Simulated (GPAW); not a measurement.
Runs of GPAW 26.7.0 on W. The structure is cubic, space group Im-3m (No. 229). Conventional cell: a = 3.165 Å, b = 3.165 Å, c = 3.165 Å, α = 90.00°, β = 90.00°, γ = 90.00°. Around W (site symmetry m-3m) lie 8 W at 2.74 Å. 

```csv
task,level,potentials or basis,cell,smearing,optimizer,fmax,max steps,convergence,band path,gap on the mesh (eV),pressure (GPa),relaxed volume (Å³/atom)
relaxation of cell and atoms,PBEsol,"PAW data sets generated in the run's folder for this functional, pw",relaxed,fermi-dirac 0.05 eV,FIRE,0.05 eV/Å,40,density=1e-05 forces=0.0001,-,none,-0.2,(b)
relaxation of cell and atoms,PBE,"GPAW PAW data sets (gpaw-data 1.2.1), pw",relaxed,fermi-dirac 0.05 eV,BFGS,0.02 eV/Å,60,density=1e-05 forces=0.0001,-,none,0.0,(a)
single point,PBE,"GPAW PAW data sets (gpaw-data 1.2.1), pw",as given,gaussian 0.012 eV,-,-,-,-,-,none,5.9,-
relaxation of cell and atoms,LDA,"the program's PAW data sets (release 1.2.1) made for this functional, pw",relaxed,fermi-dirac 0.05 eV,BFGS,0.02 eV/Å,40,density=1e-05 forces=0.0001,-,none,-0.1,15.35
relaxation of cell and atoms,revPBE,"the program's PAW data sets (release 1.2.1) made for this functional, pw",relaxed,fermi-dirac 0.05 eV,BFGS,0.02 eV/Å,40,density=1e-05 forces=0.0001,-,none,-0.1,16.30
band structure,PBEsol,"PAW data sets generated in the run's folder for this functional, pw",as given,fermi-dirac 0.05 eV,-,-,-,-,"GHNGPH,PN",-,-3.3,-
```

Alike in all rows: no spin polarisation; k mesh 12 × 12 × 12; cutoff (eV) 600.

Question: Fill in the values left out.

Answer: (a) 16.13; (b) 15.69.

Caveats: later steps reuse the first step's grids (some runs); spin-orbit coupling is left out, which moves the levels of the heavy elements (some runs).

A k mesh can miss the band edges, and the runs leave out spin-orbit coupling on W.

A gap of «none» marks a metal or a gap under the smearing width.
